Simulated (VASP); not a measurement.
# Nb (Fm-3m) in VASP: single point with HSE06

Aim: the single point of Nb with HSE06.

Program: VASP 6.6.1. These are calculated values, not measurements. Logs are shortened: lines on timing, memory, paths and dates and some standing lists are left out, and cuts for length are marked.

## 1. Starting point

The structure is cubic, space group Fm-3m (No. 225). The conventional cell has a = 4.168 Å, b = 4.168 Å, c = 4.168 Å, α = 90.00°, β = 90.00°, γ = 90.00°. Nb (site symmetry m-3m) has 12 Nb at 2.95 Å as nearest neighbours.

This isn't the form of Nb at room conditions, which is bcc.

## 2. Single point, HSE06

POSCAR reads:

```
Nb
1.0
    0.0000000000      2.0841500000      2.0841500000
    2.0841500000      0.0000000000      2.0841500000
    2.0841500000      2.0841500000      0.0000000000
Nb
1
Direct
    0.0000000000      0.0000000000      0.0000000000
```

INCAR.step1 reads:

```
  PREC = Accurate
  ENCUT = 520
  EDIFF = 1E-5
  ISMEAR = 0
  SIGMA = 0.1
  LREAL = False
  LASPH = True
  NELM = 100
  ALGO = Normal
  ISIF = 2
  LWAVE = True
  LCHARG = False
  GGA = PE
```

INCAR.step2 reads:

```
  PREC = Accurate
  ENCUT = 520
  EDIFF = 1E-6
  ISMEAR = 0
  SIGMA = 0.1
  LREAL = False
  LASPH = True
  NELM = 100
  ALGO = Normal
  ISIF = 2
  LWAVE = False
  LCHARG = False
  GGA = PE
  LHFCALC = True
  HFSCREEN = 0.2
  PRECFOCK = Fast
  ISTART = 1
```

KPOINTS reads:

```
regular mesh
0
Gamma
  8 8 8
```

Potentials or basis: VASP PAW PBE potentials, release 64 (Nb_sv).

Launch:

```console
$ cat potpaw_PBE.64/Nb_sv/POTCAR > POTCAR
$ cp INCAR.step1 INCAR
$ mpirun -np 1 vasp_std > vasp.out
$ cp INCAR.step2 INCAR
$ mpirun -np 1 vasp_std > vasp.out
```

OUTCAR:

```text
PREC = Accurate
   ENCUT = 520
   EDIFF = 1E-6
   ISMEAR = 0
   LREAL = False
   LASPH = True
   NELM = 100
   ISIF = 2
   GGA = PE
   LHFCALC = True
   HFSCREEN = 0.2
   PRECFOCK = Fast
   ISTART = 1

 ion  position               nearest neighbor table
   1  0.000  0.000  0.000-

  LATTYP: Found a face centered cubic cell.
 ALAT       =     4.1683000000

  Lattice vectors:

 A1 = (   0.0000000000,   2.0841500000,   2.0841500000)
 A2 = (   2.0841500000,   0.0000000000,   2.0841500000)
 A3 = (   2.0841500000,   2.0841500000,   0.0000000000)

Analysis of symmetry for initial positions (statically):
=====================================================================
 Subroutine PRICEL returns:
 Original cell was already a primitive cell.

 Routine SETGRP: Setting up the symmetry group for a
 face centered cubic supercell.

 Subroutine GETGRP returns: Found 48 space group operations
 (whereof 48 operations were pure point group operations)
 out of a pool of 48 trial point group operations.

The static configuration has the point symmetry O_h .

Analysis of symmetry for dynamics (positions and initial velocities):
=====================================================================
 Subroutine PRICEL returns:
 Original cell was already a primitive cell.

 Routine SETGRP: Setting up the symmetry group for a
 face centered cubic supercell.

 Subroutine GETGRP returns: Found 48 space group operations
 (whereof 48 operations were pure point group operations)
 out of a pool of 48 trial point group operations.

The dynamic configuration has the point symmetry O_h .

 Subroutine INISYM returns: Found 48 space group operations
 (whereof 48 operations are pure point group operations),
 and found     1 'primitive' translations

----------------------------------------------------------------------------------------

                                     Primitive cell

  volume of cell :      18.1058

  direct lattice vectors                    reciprocal lattice vectors
     0.000000000  2.084150000  2.084150000    -0.239905957  0.239905957  0.239905957
     2.084150000  0.000000000  2.084150000     0.239905957 -0.239905957  0.239905957
     2.084150000  2.084150000  0.000000000     0.239905957  0.239905957 -0.239905957

  length of vectors
     2.947433196  2.947433196  2.947433196     0.415529306  0.415529306  0.415529306

  position of ions in fractional coordinates (direct lattice)
[... 91 lines left out ...]
   EFERMI =   0.00;   METHOD = LEGACY
   ISMEAR =     0;   SIGMA  =   0.10  broadening in eV -4-tet -1-fermi 0-gaus
   EFERMI_NEDOS =   21; number of points for ismear=-14 and -15
   IALGO  =     38    algorithm
   IMIX   =      1    mixing-type and parameters
     AMIX     =   0.40;   BMIX     =  1.00
     AMIX_MAG =   1.60;   BMIX_MAG =  1.00
  volume/ion in A,a.u.               =      18.11       122.18
  Fermi-wavevector in a.u.,A,eV,Ry     =   1.465943  2.770230 29.238754  2.148988
  Thomas-Fermi vector in A             =   2.581739
   LORBIT       =      0    0 simple, 1 ext, 2 COOP (PROOUT), +10 PAW based schemes
   GGA     = PE    functional components
   LHFCALC =     T    Hartree Fock is set to
   PRECFOCK=fast      Normal, Fast or Accurate (Low or Medium for compatibility)
   ENCUT4O =  -1.0   cutoff for four orbital integrals eV
   NKREDX  =     1    reduce k-point grid by
   NKREDY  =     1    reduce k-point grid by
   NKREDZ  =     1    reduce k-point grid by
   AEXX    =    0.2500 exact exchange contribution
   HFSCREEN=    0.2000 screening length (either q_TF or 0.3 A-1)
   HFSCREENC=   0.2000 screening length for correlation (either q_TF or 0.3 A-1)
   ENCUTFOCK=  -1.0 apply spherical cutoff to Coloumb kernel
   IVDW    =     0    specifies the selected vdW correction
   LEPSILON=     F    determine dielectric tensor
   LRPA    =     F    only Hartree local field effects (RPA)
 non-spin polarized calculation
 Gauss-broadening in eV      SIGMA  =   0.10
  energy-cutoff  :      520.00
  volume of cell :       18.11
 maximum number of plane-waves:       531
 NGX is ok and might be reduce to    24
  NGX = 14; NGY = 14; NGZ = 14

 number of electron      13.0000000 magnetization

 Free energy of the ion-electron system (eV)
  ---------------------------------------------------
  ext. energy  EPLUGINS =         0.00000000
  ---------------------------------------------------
  free energy    TOTEN  =       -11.50721545 eV

  energy without entropy =      -11.50130530  energy(sigma->0) =      -11.50426038

 E-fermi :  11.4957     XC(G=0): -10.2033

 val. band max:       11.3843407207   @ k =   0.3750   0.1250   0.0000
 cond. band min:      11.5340483234   @ k =   0.3750   0.0000   0.0000
 fundamental gap:      0.1497076026
 Fermi energy:        11.4956740247

 k-point     1 :       0.0000    0.0000    0.0000
  band No.  band energies     occupation
      1     -47.3239      2.00000
      2     -21.1366      2.00000
      3     -21.1366      2.00000
      4     -21.1366      2.00000
      5       3.9991      2.00000
      6      11.7411      0.00052
      7      11.7411      0.00052
      8      11.7411      0.00052
      9      15.0351      0.00000
     10      15.0351      0.00000
[... 287 lines left out ...]
 k-point    24 :      -0.3750    0.2500    0.1250
  band No.  band energies     occupation
      1     -47.0306      2.00000
      2     -22.4274      2.00000
      3     -21.7180      2.00000
      4     -21.4404      2.00000
      5       8.1762      2.00000
      6       9.4712      2.00000
      7      11.1010      2.00000
      8      13.0611      0.00000
      9      16.6244      0.00000
     10      19.8512      0.00000

 [... further k-points ...]

------------------------ aborting loop because EDIFF is reached ----------------------------------------

  FORCE on cell =-STRESS in cart. coord.  units (eV):
  Direction    XX          YY          ZZ          XY          YZ          ZX
  --------------------------------------------------------------------------------------
  -------------------------------------------------------------------------------------
  Total        0.3983196      0.3983196      0.3983196      0.0000000     -0.0000000     -0.0000000
  in kB       35.2472593     35.2472593     35.2472593      0.0000000     -0.0000000     -0.0000000
  external PRESSURE =      35.2472593 kB  Pullay stress =       0.0000000 kB

 VOLUME and BASIS-vectors are now :
 -----------------------------------------------------------------------------
  energy-cutoff  :      520.00
  volume of cell :       18.11
      direct lattice vectors                 reciprocal lattice vectors
     0.000000000  2.084150000  2.084150000    -0.239905957  0.239905957  0.239905957
     2.084150000  0.000000000  2.084150000     0.239905957 -0.239905957  0.239905957
     2.084150000  2.084150000  0.000000000     0.239905957  0.239905957 -0.239905957

 POSITION                                       TOTAL-FORCE (eV/Angst)
 -----------------------------------------------------------------------------------
      0.00000      0.00000      0.00000        -0.000000      0.000000     -0.000000
 -----------------------------------------------------------------------------------
    total drift:                               -0.000000     -0.000000     -0.000000

  FREE ENERGIE OF THE ION-ELECTRON SYSTEM (eV)
  ---------------------------------------------------
  free  energy   TOTEN  =       -11.5072154528 eV

  energy  without entropy=      -11.5013052977  energy(sigma->0) =      -11.50426038
```

Wall time 19 min (1 thread of Intel Xeon Platinum 8259CL at 2.50GHz (Skylake/Cascade Lake), shared host); peak memory 0.25 GiB.

Results:

| Quantity | Value |
| --- | --- |
| Free energy | -11.5072 eV |
| Pressure | 3.5 GPa |
| Band gap on the k mesh | none (metal or under the smearing width) |

Levels at points of the mesh, in eV from the Fermi level:
| k point | band 2 | band 3 | band 4 | band 5 | band 6 | band 7 | band 8 | band 9 | band 10 |
| --- | --- | --- | --- | --- | --- | --- | --- | --- | --- |
| (0.00, 0.00, 0.00) | -32.63 | -32.63 | -32.63 | -7.50 | 0.25 | 0.25 | 0.25 | 3.54 | 3.54 |
| (0.50, 0.00, 0.00) | -34.14 | -32.81 | -32.81 | -4.81 | 0.08 | 0.08 | 1.20 | 5.58 | 5.58 |
| (0.50, 0.50, 0.00) | -34.02 | -33.14 | -33.14 | -4.99 | -4.30 | 3.88 | 5.73 | 6.15 | 6.15 |

Caveat: the PAW data sets were made with another functional, which shifts forces and pressure a little.
